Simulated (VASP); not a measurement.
# MgS (F-43m) in VASP: a series of runs

The runs below take MgS through single point, with LDA.

Everything below comes from runs of VASP 6.6.1. Logs are shortened: lines on timing, memory, paths and dates and some standing lists are left out, and cuts for length are marked.

### Step 1. Starting point

Symmetry: F-43m, No. 216, cubic system. The conventional cell has a = 5.666 Å, b = 5.666 Å, c = 5.666 Å, α = 90.00°, β = 90.00°, γ = 90.00°. S (site symmetry -43m) is surrounded by 4 Mg at 2.45 Å. Mg (site symmetry -43m) is surrounded by 4 S at 2.45 Å.

The cell comes from a database or a generator and needn't be the stable form of this composition.

### Step 2. Single point, LDA

INCAR reads:

```
  ADDGRID = False
  ALGO = Normal
  EDIFF = 1E-6
  ENCUT = 700
  GGA = CA
  ISIF = 2
  ISMEAR = 0
  LASPH = True
  LCHARG = False
  LREAL = False
  LWAVE = False
  NELM = 100
  PREC = Accurate
  SIGMA = 0.05
```

KPOINTS reads:

```
k-points
0
Gamma
  2 2 2
```

POSCAR reads:

```
MgS
1.0
    0.0000000000      2.8331200468      2.8331200468
    2.8331200468      0.0000000000      2.8331200468
    2.8331200468      2.8331200468      0.0000000000
S Mg
1 1
Direct
    0.2500000000      0.2500000000      0.2500000000
    0.0000000000      0.0000000000      0.0000000000
```

Potentials or basis: VASP PAW LDA potentials, release 64 (S, Mg).

Started as:

```bash
cat potpaw_LDA.64/S/POTCAR potpaw_LDA.64/Mg/POTCAR > POTCAR
mpirun -np 1 vasp_std > vasp.out
```

OUTCAR:

```text
EDIFF = 1E-6
   ENCUT = 700
   GGA = CA
   ISIF = 2
   ISMEAR = 0
   LASPH = True
   LREAL = False
   NELM = 100
   PREC = Accurate

 Found      3 irreducible k-points:

 Following reciprocal coordinates:
            Coordinates               Weight
  0.000000  0.000000  0.000000      1.000000
  0.500000  0.000000  0.000000      4.000000
  0.500000  0.500000  0.000000      3.000000
   k-points           NKPTS =      3   k-points in BZ     NKDIM =      3   number of bands    NBANDS=      8
   number of dos      NEDOS =    301   number of ions     NIONS =      2
   total plane-waves  NPLWV =  46656
   dimension x,y,z NGX =    36 NGY =   36 NGZ =   36
   dimension x,y,z NGXF=    72 NGYF=   72 NGZF=   72
   ions per type =               1   1
   NGX,Y,Z   is equivalent  to a cutoff of  14.94, 14.94, 14.94 a.u.
   NGXF,Y,Z  is equivalent  to a cutoff of  29.87, 29.87, 29.87 a.u.
 SYSTEM =  unknown system
   PREC   = accura    normal or accurate (medium, high low for compatibility)
   ISTART =      0    job   : 0-new  1-cont  2-samecut
   ICHARG =      2    charge: 1-file 2-atom 10-const
   ISPIN  =      1    spin polarized calculation?
   LNONCOLLINEAR =      F non collinear calculations
   LSORBIT =      F    spin-orbit coupling
   LASPH  =      T    aspherical Exc in radial PAW
   ENCUT  =  700.0 eV  51.45 Ry    7.17 a.u.   8.64  8.64  8.64*2*pi/ulx,y,z
   NELM   =    100;   NELMIN=  2; NELMDL= -5     # of ELM steps
   EDIFF  = 0.1E-05   stopping-criterion for ELM
   LREAL  =      F    real-space projection
   EDIFFG = 0.1E-04   stopping-criterion for IOM
   NSW    =      0    number of steps for IOM
   IBRION =     -1    ionic relax: 0-MD 1-quasi-New 2-CG
   NFREE  =      0    steps in history (QN), initial steepest desc. (CG)
   ISIF   =      2    stress and relaxation
   ISYM   =      2    0-nonsym 1-usesym 2-fastsym
   POTIM  = 0.5000    time-step for ionic-motion
   TEBEG  =    0.0;   TEEND  =   0.0 temperature during run
   PSTRESS=    0.0 pullay stress
   NELECT =       8.0000    total number of electrons
   NUPDOWN=      -1.0000    fix difference up-down
   EMIN   =  10.00;   EMAX   =-10.00  energy-range for DOS
   EFERMI =   0.00;   METHOD = LEGACY
   ISMEAR =     0;   SIGMA  =   0.05  broadening in eV -4-tet -1-fermi 0-gaus
   EFERMI_NEDOS =   21; number of points for ismear=-14 and -15
   IALGO  =     38    algorithm
   IMIX   =      4    mixing-type and parameters
     AMIX     =   0.40;   BMIX     =  1.00
     AMIX_MAG =   1.60;   BMIX_MAG =  1.00
  volume/ion in A,a.u.               =      22.74       153.46
  Fermi-wavevector in a.u.,A,eV,Ry     =   0.917269  1.733386 11.447692  0.841382
  Thomas-Fermi vector in A             =   2.042218
   LORBIT       =      0    0 simple, 1 ext, 2 COOP (PROOUT), +10 PAW based schemes
   GGA     = CA    functional components
   LHFCALC =     F    Hartree Fock is set to
   AEXX    =    0.0000 exact exchange contribution
   IVDW    =     0    specifies the selected vdW correction
   LEPSILON=     F    determine dielectric tensor
   LRPA    =     F    only Hartree local field effects (RPA)
 non-spin polarized calculation
 Gauss-broadening in eV      SIGMA  =   0.05
  energy-cutoff  :      700.00
  volume of cell :       45.48
 maximum number of plane-waves:      1924
 NGX is ok and might be reduce to    36
   NGX = 17   NGY = 17   NGZ = 17

 number of electron       8.0000000 magnetization

 Free energy of the ion-electron system (eV)
  ---------------------------------------------------
  ext. energy  EPLUGINS =         0.00000000
  ---------------------------------------------------
  free energy    TOTEN  =        -8.59766095 eV

  energy without entropy =       -8.59766095  energy(sigma->0) =       -8.59766095

 E-fermi :   1.4763     XC(G=0):  -8.6748

 val. band max:        1.1809497400   @ k =   0.0000   0.0000   0.0000
 cond. band min:       4.1877972584   @ k =   0.0000   0.0000   0.0000
 fundamental gap:      3.0068475183
 Fermi energy:         1.4762654529

 k-point     1 :       0.0000    0.0000    0.0000
  band No.  band energies     occupation
      1     -10.0394      2.00000
      2       1.1809      2.00000
      3       1.1809      2.00000
      4       1.1809      2.00000
      5       4.1878      0.00000
      6       8.7242      0.00000
      7       8.7242      0.00000
      8       8.7242      0.00000

 k-point     2 :       0.5000    0.0000    0.0000
  band No.  band energies     occupation
      1      -9.3068      2.00000
      2      -2.1479      2.00000
      3       0.8337      2.00000
      4       0.8337      2.00000
      5       5.8320      0.00000
      6       8.4098      0.00000
      7       8.4098      0.00000
      8       9.3922      0.00000

 k-point     3 :       0.5000    0.5000    0.0000
  band No.  band energies     occupation
      1      -9.0701      2.00000
      2      -1.8065      2.00000
      3       0.0788      2.00000
      4       0.0788      2.00000
      5       4.5889      0.00000
      6       6.3822      0.00000
      7      11.9606      0.00000
      8      12.9813      0.00000

------------------------ aborting loop because EDIFF is reached ----------------------------------------

  FORCE on cell =-STRESS in cart. coord.  units (eV):
  Direction    XX          YY          ZZ          XY          YZ          ZX
  --------------------------------------------------------------------------------------
  -------------------------------------------------------------------------------------
  Total        0.2040476      0.2040476      0.2040476     -0.0000000     -0.0000000     -0.0000000
  in kB        7.1881498      7.1881498      7.1881498     -0.0000000     -0.0000000     -0.0000000
  external PRESSURE =       7.1881498 kB  Pullay stress =       0.0000000 kB

 VOLUME and BASIS-vectors are now :
 -----------------------------------------------------------------------------
  energy-cutoff  :      700.00
  volume of cell :       45.48
      direct lattice vectors                 reciprocal lattice vectors
     0.000000000  2.833120047  2.833120047    -0.176483874  0.176483874  0.176483874
     2.833120047  0.000000000  2.833120047     0.176483874 -0.176483874  0.176483874
     2.833120047  2.833120047  0.000000000     0.176483874  0.176483874 -0.176483874

 POSITION                                       TOTAL-FORCE (eV/Angst)
 -----------------------------------------------------------------------------------
      1.41656      1.41656      1.41656        -0.000000      0.000000      0.000000
      0.00000      0.00000      0.00000         0.000000     -0.000000     -0.000000
 -----------------------------------------------------------------------------------
    total drift:                                0.000000      0.000000      0.000000

  FREE ENERGIE OF THE ION-ELECTRON SYSTEM (eV)
  ---------------------------------------------------
  free  energy   TOTEN  =        -8.5976609467 eV

  energy  without entropy=       -8.5976609467  energy(sigma->0) =       -8.59766095
```

stdout:

```text
POSCAR found type information on POSCAR S Mg
 POSCAR found :  2 types and       2 ions
 scaLAPACK will be used
 LDA part: xc-table for (Slater(with rela. corr.)+CA(PZ))
 , standard interpolation
 POSCAR, INCAR and KPOINTS ok, starting setup
 FFT: planning ... GRIDC
 FFT: planning ... GRID_SOFT
 FFT: planning ... GRID
 WAVECAR not read
 entering main loop
```

It used 2.9 s of CPU time on 1 thread of Intel(R) Xeon(R) Platinum 8559C (Emerald Rapids), with other jobs on the host, which was overloaded at the time.

These settings aren't checked as converged: the numbers below hold their error.

Results:

| Property | Result |
| --- | --- |
| Free energy | -8.5977 eV |
| Pressure | 0.7 GPa |
| Band gap on the k mesh | 3.01 eV, direct |

Caveat: the k mesh is coarse (spacing up to 0.96 Å⁻¹), so the values aren't converged.

### Step 3. Single point, LDA

INCAR is that of step 2.

KPOINTS is that of step 2.

POSCAR reads:

```
MgS
1.0
    0.0000000000      2.8331200468      2.8331200468
    2.8331200468      0.0000000000      2.8331200468
    2.8331200468      2.8331200468      0.0000000000
S Mg
1 1
Direct
    0.2346630000      0.2748010000      0.2357280000
   -0.0216520000      0.0237760000     -0.0317750000
```

Potentials or basis: VASP PAW LDA potentials, release 64 (S, Mg).

Started as:

```bash
cat potpaw_LDA.64/S/POTCAR potpaw_LDA.64/Mg/POTCAR > POTCAR
mpirun -np 1 vasp_std > vasp.out
```

It used 4.1 s of CPU time on 1 thread of Intel(R) Xeon(R) Platinum 8559C (Emerald Rapids), on a shared host, which was overloaded at the time.

These settings aren't checked as converged: the numbers below hold their error.

What came out:

* Free energy: -8.5787 eV
* Pressure: 0.9 GPa
* Largest force: 0.422 eV/Å
* Band gap on the k mesh: 2.88 eV, direct

Caveat: the k mesh is coarse (spacing up to 0.96 Å⁻¹), so the values aren't converged.
